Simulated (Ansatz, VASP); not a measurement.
# One calculation of AlN, two programs

Contents of POSCAR:

```
AlN
1.0
    0.0000000000      2.1849006262      2.1521271168
    2.1849006262      0.0000000000      2.1521271168
    2.1849006262      2.1849006262      0.0000000000
Al N
1 1
Direct
    0.0000000000      0.0000000000      0.0000000000
    0.7500000000      0.7500000000      0.7500000000
```

INCAR.step1

```
PREC = Accurate
ENCUT = 520
ISMEAR = 0
SIGMA = 0.05
LREAL = False
LASPH = True
NELM = 100
NBANDS = 11
GGA = PE
ALGO = Normal
EDIFF = 1E-4
LWAVE = True
LCHARG = False
```

The input INCAR.step2:

```
PREC = Accurate
ENCUT = 520
EDIFF = 1E-6
ISMEAR = 0
SIGMA = 0.05
LREAL = False
LASPH = True
NELM = 100
ALGO = Normal
ISIF = 2
LWAVE = False
LCHARG = False
METAGGA = R2SCAN
LMIXTAU = True
NBANDS = 11
ISTART = 1
```

KPOINTS

```
Automatic mesh
0
Gamma
  10 10 10
```

Input for Ansatz:

```yaml
crystal:
  lattice:
    - [0.0, 2.1849006262, 2.1521271168]
    - [2.1849006262, 0.0, 2.1521271168]
    - [2.1849006262, 2.1849006262, 0.0]
  atoms:
    - { symbol: Al, position: [0.0, 0.0, 0.0] }
    - { symbol: "N", position: [0.75, 0.75, 0.75] }
basis:
  ecutwfc: 500
kpoints:
  mp_grid: { grid: [10, 10, 10] }
hamiltonian:
  xc: r2scan
scf:
  occupations: { method: gaussian, width: 0.05 }
output:
  forces: true
  stress: true
  eigenvalues: true
```

Change from the starting cell: strain +0.000 along x and y, -0.015 along z, atoms carried along.

Alike in both runs: task single point; functional r2SCAN; k mesh 10 × 10 × 10; occupations gaussian, width 0.05 eV; no spin polarisation.

|  | VASP | Ansatz |
| --- | --- | --- |
| version | VASP 6.6.1 | Ansatz 0.2.0 |
| potentials or method | VASP PAW PBE potentials, release 64 (Al, N) | scalar-relativistic, plane waves, PAW |
| plane-wave cutoff (eV) | 520 | 500 |
| valence electrons in the cell | 8 | 8 |

```csv
,VASP,Ansatz,Ansatz less VASP
gap on the k mesh at the Fermi level (eV),3.86,3.87,+0.008
least direct gap on the mesh (eV),4.98,4.94,-0.040
pressure (GPa),2.9,3.3,+0.38
largest component of the traceless stress (GPa),1.39,1.39,-0.001
```

Caveats: the PAW data sets were made with another functional, which shifts forces and pressure a little (VASP). A k mesh can miss the band edges.
